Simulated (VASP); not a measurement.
## HfC: single point with LDA

The system is HfC.

```xyz
2
Lattice="2.8007 0.0000 0.0000 0.0000 2.8007 0.0000 0.0000 0.0000 2.8007" Properties=species:S:1:pos:R:3 pbc="T T T"
Hf    0.0000    0.0000    0.0000
C     1.4004    1.4004    1.4004
```

The cell comes from a database or a generator and needn't be the stable form of this composition.

```json
{"Program": "VASP 6.6.1", "Task": "single point", "Functional": "LDA", "Potentials or basis": "VASP PAW LDA potentials, release 64 (Hf_pv, C)", "Cutoff": "520 eV", "k mesh": "6 × 6 × 6", "Occupations": "gaussian, width 0.05 eV", "Spin": "no spin polarisation"}
```

| Property | Result |
| --- | --- |
| Pressure | 10.8 GPa |
| Band gap on the k mesh | none (metal or under the smearing width) |

Levels at points of the mesh, in eV from the Fermi level:
```tsv
k point	band 5	band 6	band 7	band 8	band 9	band 10
(0.00, 0.00, 0.00)	-2.32	-2.32	1.14	1.14	1.14	6.77
(0.50, 0.00, 0.00)	-7.23	-1.33	-1.33	-0.98	7.45	7.55
(0.50, 0.50, 0.00)	-2.67	-2.67	-1.25	1.96	3.28	3.28
(0.50, 0.50, 0.50)	-6.24	-6.24	-6.24	10.07	10.07	10.07
```

It took 3.7 s on 1 thread of Intel(R) Xeon(R) Platinum 8488C (Sapphire Rapids) (shared host), peak memory 0.13 GiB.

Caveat: the k mesh is coarse (spacing up to 0.37 Å⁻¹), so the values aren't converged. Spin-orbit coupling is left out, which matters for the levels of Hf.
